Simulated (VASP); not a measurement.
# HfH2 (I4/mmm) in VASP: notebook

Runs on HfH2. Level: PBEsol. Tasks: single point.

Program: VASP 6.6.1. These are calculated values, not measurements. Logs are shortened: lines on timing, memory, paths and dates and some standing lists are left out, and cuts for length are marked.

## Step 1: Starting point

It takes space group I4/mmm (No. 139, tetragonal). The conventional cell has a = 3.478 Å, b = 3.478 Å, c = 4.361 Å, α = 90.00°, β = 90.00°, γ = 90.00°. Hf (site symmetry 4/mmm) has 8 H at 2.05 Å as nearest neighbours. Around H (site symmetry -4m2) lie 4 Hf at 2.05 Å and 2 H at 2.18 Å.

## Step 2: Single point, PBEsol

Input file INCAR:

```
PREC = Accurate
ENCUT = 520
EDIFF = 1E-6
ISMEAR = 1
SIGMA = 0.15
LREAL = Auto
LASPH = True
NELM = 100
ALGO = Normal
ISIF = 2
LWAVE = False
LCHARG = False
GGA = PS
NBANDS = 13
ADDGRID = False
```

Input file KPOINTS:

```
Automatic mesh
0
Gamma
  14 14 14
```

Input file POSCAR:

```
HfH2
1.0
   -1.7390000000      1.7390000000      2.1805000000
    1.7390000000     -1.7390000000      2.1805000000
    1.7390000000      1.7390000000     -2.1805000000
Hf H
1 2
Direct
    0.0000000000      0.0000000000      0.0000000000
    0.2500000000      0.7500000000      0.5000000000
    0.7500000000      0.2500000000      0.5000000000
```

Potentials or basis: VASP PAW PBE potentials, release 64 (Hf_pv, H_s).

Run with:

```console
$ cat potpaw_PBE.64/Hf_pv/POTCAR potpaw_PBE.64/H_s/POTCAR > POTCAR
$ mpirun -np 1 vasp_std > vasp.out
```

OUTCAR:

```text
PREC = Accurate
   ENCUT = 520
   EDIFF = 1E-6
   ISMEAR = 1
   LREAL = Auto
   LASPH = True
   NELM = 100
   ISIF = 2
   GGA = PS

 Found    244 irreducible k-points:

 Following reciprocal coordinates:
            Coordinates               Weight
  0.000000  0.000000  0.000000      1.000000
  0.071429  0.000000 -0.000000      8.000000
  0.142857  0.000000 -0.000000      8.000000
  0.214286  0.000000 -0.000000      8.000000
  0.285714  0.000000  0.000000      8.000000
  0.357143  0.000000 -0.000000      8.000000
   k-points           NKPTS =    244   k-points in BZ     NKDIM =    244   number of bands    NBANDS=     13
   number of dos      NEDOS =    301   number of ions     NIONS =      3
   total plane-waves  NPLWV =  13824
   dimension x,y,z NGX =    24 NGY =   24 NGZ =   24
   dimension x,y,z NGXF=    48 NGYF=   48 NGZF=   48
   ions per type =               1   2
   NGX,Y,Z   is equivalent  to a cutoff of  12.14, 12.14, 12.14 a.u.
   NGXF,Y,Z  is equivalent  to a cutoff of  24.28, 24.28, 24.28 a.u.
 SYSTEM =  unknown system
   PREC   = accura    normal or accurate (medium, high low for compatibility)
   ISTART =      0    job   : 0-new  1-cont  2-samecut
   ICHARG =      2    charge: 1-file 2-atom 10-const
   ISPIN  =      1    spin polarized calculation?
   LNONCOLLINEAR =      F non collinear calculations
   LSORBIT =      F    spin-orbit coupling
   LASPH  =      T    aspherical Exc in radial PAW
   ENCUT  =  520.0 eV  38.22 Ry    6.18 a.u.   6.11  6.11  6.11*2*pi/ulx,y,z
   NELM   =    100;   NELMIN=  2; NELMDL= -5     # of ELM steps
   EDIFF  = 0.1E-05   stopping-criterion for ELM
   LREAL  =      T    real-space projection
   EDIFFG = 0.1E-04   stopping-criterion for IOM
   NSW    =      0    number of steps for IOM
   IBRION =     -1    ionic relax: 0-MD 1-quasi-New 2-CG
   NFREE  =      0    steps in history (QN), initial steepest desc. (CG)
   ISIF   =      2    stress and relaxation
   ISYM   =      2    0-nonsym 1-usesym 2-fastsym
   POTIM  = 0.5000    time-step for ionic-motion
   TEBEG  =    0.0;   TEEND  =   0.0 temperature during run
   PSTRESS=    0.0 pullay stress
   NELECT =      12.0000    total number of electrons
   NUPDOWN=      -1.0000    fix difference up-down
   EMIN   =  10.00;   EMAX   =-10.00  energy-range for DOS
   EFERMI =   0.00;   METHOD = LEGACY
   ISMEAR =     1;   SIGMA  =   0.15  broadening in eV -4-tet -1-fermi 0-gaus
   EFERMI_NEDOS =   21; number of points for ismear=-14 and -15
   IALGO  =     38    algorithm
   IMIX   =      4    mixing-type and parameters
     AMIX     =   0.40;   BMIX     =  1.00
     AMIX_MAG =   1.60;   BMIX_MAG =  1.00
  volume/ion in A,a.u.               =       8.79        59.33
  Fermi-wavevector in a.u.,A,eV,Ry     =   1.259109  2.379372 21.570088  1.585357
  Thomas-Fermi vector in A             =   2.392686
   LORBIT       =      0    0 simple, 1 ext, 2 COOP (PROOUT), +10 PAW based schemes
   GGA     = PS    functional components
   LHFCALC =     F    Hartree Fock is set to
   AEXX    =    0.0000 exact exchange contribution
   IVDW    =     0    specifies the selected vdW correction
   LEPSILON=     F    determine dielectric tensor
   LRPA    =     F    only Hartree local field effects (RPA)
 non-spin polarized calculation
 Methfessel and Paxton  Order N= 1 SIGMA  =   0.15
  energy-cutoff  :      520.00
  volume of cell :       26.38
 maximum number of plane-waves:       740
   NGX = 13   NGY = 13   NGZ = 13

 number of electron      11.9999999 magnetization

 Free energy of the ion-electron system (eV)
  ---------------------------------------------------
  ext. energy  EPLUGINS =         0.00000000
  ---------------------------------------------------
  free energy    TOTEN  =       -18.84001263 eV

  energy without entropy =      -18.84059972  energy(sigma->0) =      -18.84020833

 E-fermi :   5.2414     XC(G=0): -11.5315

 val. band max:        5.2259771230   @ k =   0.0714   0.0714  -0.0000
 cond. band min:       5.2797824392   @ k =  -0.0714   0.4286   0.0714
 fundamental gap:      0.0538053162
 Fermi energy:         5.2414237794

 k-point     1 :       0.0000    0.0000    0.0000
  band No.  band energies     occupation
      1     -25.7038      2.00000
      2     -25.7038      2.00000
      3     -25.6469      2.00000
      4      -6.0358      2.00000
      5       3.9800      2.00000
      6       4.7465      2.00003
      7       4.7465      2.00003
      8       5.5310     -0.01989
      9       7.0747     -0.00000
     10       8.4117      0.00000
     11      16.6095      0.00000
     12      17.0543      0.00000
     13      17.0543      0.00000

 k-point     2 :       0.0714    0.0000   -0.0000
  band No.  band energies     occupation
      1     -25.7252      2.00000
      2     -25.7096      2.00000
      3     -25.6571      2.00000
      4      -5.8946      2.00000
      5       3.0066      2.00000
      6       4.8108      2.00038
      7       5.2002      1.44618
      8       6.2876     -0.00000
      9       7.0315     -0.00000
     10       8.3105      0.00000
     11      15.6517      0.00000
     12      17.3560      0.00000
     13      17.6614      0.00000

 k-point     3 :       0.1429    0.0000   -0.0000
  band No.  band energies     occupation
      1     -25.7997      2.00000
      2     -25.7257      2.00000
      3     -25.6698      2.00000
      4      -5.4906      2.00000
      5       1.8621      2.00000
      6       4.9383      2.01494
      7       5.4813     -0.04623
      8       7.0076     -0.00000
      9       7.6929     -0.00000
     10       8.1987     -0.00000
     11      14.5136      0.00000
     12      17.6579      0.00000
     13      18.2081      0.00000

 k-point     4 :       0.2143    0.0000   -0.0000
  band No.  band energies     occupation
      1     -25.9139      2.00000
      2     -25.7488      2.00000
      3     -25.6791      2.00000
      4      -4.8860      2.00000
      5       0.9318      2.00000
      6       4.9604      2.02356
      7       5.7635     -0.00001
      8       7.2526     -0.00000
      9       7.8156     -0.00000
     10       9.3892      0.00000
     11      13.7051      0.00000
     12      17.2930      0.00000
     13      17.7542      0.00000

 k-point     5 :       0.2857    0.0000    0.0000
  band No.  band energies     occupation
      1     -26.0395      2.00000
      2     -25.7744      2.00000
      3     -25.6873      2.00000
      4      -4.1961      2.00000
      5       0.2873      2.00000
      6       4.8143      2.00043
      7       5.9179     -0.00000
      8       7.8832     -0.00000
      9       7.9362     -0.00000
     10      10.2257      0.00000
     11      13.6724      0.00000
     12      15.3446      0.00000
     13      17.6893      0.00000

 k-point     6 :       0.3571    0.0000   -0.0000
  band No.  band energies     occupation
      1     -26.1503      2.00000
      2     -25.7973      2.00000
      3     -25.6941      2.00000
      4      -3.5959      2.00000
      5      -0.0147      2.00000
      6       4.6141      2.00000
      7       5.8928     -0.00000
      8       8.3592      0.00000
      9       8.7651      0.00000
     10      10.1839      0.00000
     11      13.0554      0.00000
     12      15.2703      0.00000
     13      17.6855      0.00000

 [... further k-points ...]

------------------------ aborting loop because EDIFF is reached ----------------------------------------

  FORCE on cell =-STRESS in cart. coord.  units (eV):
  Direction    XX          YY          ZZ          XY          YZ          ZX
  --------------------------------------------------------------------------------------
  -------------------------------------------------------------------------------------
  Total       -0.8427347     -0.8427347     -1.0674660      0.0000000      0.0000000      0.0000000
  in kB      -51.1901247    -51.1901247    -64.8409541      0.0000000      0.0000000      0.0000000
  external PRESSURE =     -55.7404012 kB  Pullay stress =       0.0000000 kB

 VOLUME and BASIS-vectors are now :
 -----------------------------------------------------------------------------
  energy-cutoff  :      520.00
  volume of cell :       26.38
      direct lattice vectors                 reciprocal lattice vectors
    -1.739000000  1.739000000  2.180500000     0.000000000  0.287521564  0.229305205
     1.739000000 -1.739000000  2.180500000     0.287521564  0.000000000  0.229305205
     1.739000000  1.739000000 -2.180500000     0.287521564  0.287521564  0.000000000

 POSITION                                       TOTAL-FORCE (eV/Angst)
 -----------------------------------------------------------------------------------
      0.00000      0.00000      0.00000        -0.000000      0.000000      0.000000
      1.73900     -0.00000      1.09025         0.000000     -0.000000     -0.000000
     -0.00000      1.73900      1.09025        -0.000000      0.000000      0.000000
 -----------------------------------------------------------------------------------
    total drift:                                0.000000      0.000000      0.000000

  FREE ENERGIE OF THE ION-ELECTRON SYSTEM (eV)
  ---------------------------------------------------
  free  energy   TOTEN  =       -18.8400126283 eV

  energy  without entropy=      -18.8405997234  energy(sigma->0) =      -18.84020833
```

Run time: 45 s. Hardware: 1 thread of Intel Xeon 6975P-C (Granite Rapids), shared host; peak memory 0.18 GiB.

These settings aren't checked as converged: the numbers below hold their error.

What came out:

| Quantity | Value |
| --- | --- |
| Free energy | -18.8400 eV |
| Pressure | -5.6 GPa |
| Band gap on the k mesh | none (metal or under the smearing width) |

Caveat: the PAW data sets were made with another functional, which shifts forces and pressure a little.

## Step 3: Single point, PBEsol

INCAR: that of step 2 with these lines changed.

```diff
@@ -2,6 +2,6 @@
 ENCUT = 520
-EDIFF = 1E-6
+EDIFF = 1E-4
 ISMEAR = 1
 SIGMA = 0.15
-LREAL = Auto
+LREAL = False
 LASPH = True
```

KPOINTS is that of step 2.

POSCAR is that of step 2.

Potentials or basis: VASP PAW PBE potentials, release 64 (Hf_pv, H_s).

Run with:

```console
$ cat potpaw_PBE.64/Hf_pv/POTCAR potpaw_PBE.64/H_s/POTCAR > POTCAR
$ mpirun -np 1 vasp_std > vasp.out
```

Run time: 16 s. Hardware: 1 thread of Intel Xeon 6975P-C (Granite Rapids), shared host; peak memory 0.21 GiB.

The run converged, but some of its settings lie outside the range that counts as converged, so its numbers aren't taken as properties of the crystal.

What came out:

```yaml
Free_energy: -18.8399 eV
Pressure: -5.5 GPa
Band_gap_on_the_k_mesh: none (metal or under the smearing width)
```

Caveat: the PAW data sets were made with another functional, which shifts forces and pressure a little.

## Step 4: Single point, PBEsol

INCAR: that of step 3 with these lines changed.

```diff
@@ -2,5 +2,5 @@
 ENCUT = 520
-EDIFF = 1E-4
+EDIFF = 1E-6
 ISMEAR = 1
-SIGMA = 0.15
+SIGMA = 0.1
 LREAL = False
```

KPOINTS is that of step 3.

POSCAR is that of step 3.

Run with:

```console
$ cat potpaw_PBE.64/Hf_pv/POTCAR potpaw_PBE.64/H_s/POTCAR > POTCAR
$ mpirun -np 1 vasp_std > vasp.out
```

Wall time 19 s (1 thread of Intel Xeon 6975P-C (Granite Rapids), shared host); peak memory 0.21 GiB.

The run converged, but some of its settings lie outside the range that counts as converged, so its numbers aren't taken as properties of the crystal.

Results:

```
Free energy            : -18.8400 eV
Pressure               : -5.6 GPa
Band gap on the k mesh : none (metal or under the smearing width)
```

Caveat: the PAW data sets were made with another functional, which shifts forces and pressure a little.

## Step 5: Single point, PBEsol

INCAR: that of step 4 with these lines changed.

```diff
@@ -1,6 +1,6 @@
 PREC = Accurate
-ENCUT = 520
+ENCUT = 460
 EDIFF = 1E-6
 ISMEAR = 1
-SIGMA = 0.1
+SIGMA = 0.15
 LREAL = False
```

Input file KPOINTS:

```
Automatic mesh
0
Gamma
  16 16 16
```

POSCAR is that of step 4.

Run with:

```console
$ cat potpaw_PBE.64/Hf_pv/POTCAR potpaw_PBE.64/H_s/POTCAR > POTCAR
$ mpirun -np 1 vasp_std > vasp.out
```

Run time: 26 s. Hardware: 1 thread of Intel Xeon 6975P-C (Granite Rapids), shared host; peak memory 0.22 GiB.

These settings aren't checked as converged: the numbers below hold their error.

What came out:

- Free energy: -18.8394 eV
- Pressure: -5.6 GPa
- Band gap on the k mesh: none (metal or under the smearing width)

Caveat: the PAW data sets were made with another functional, which shifts forces and pressure a little.
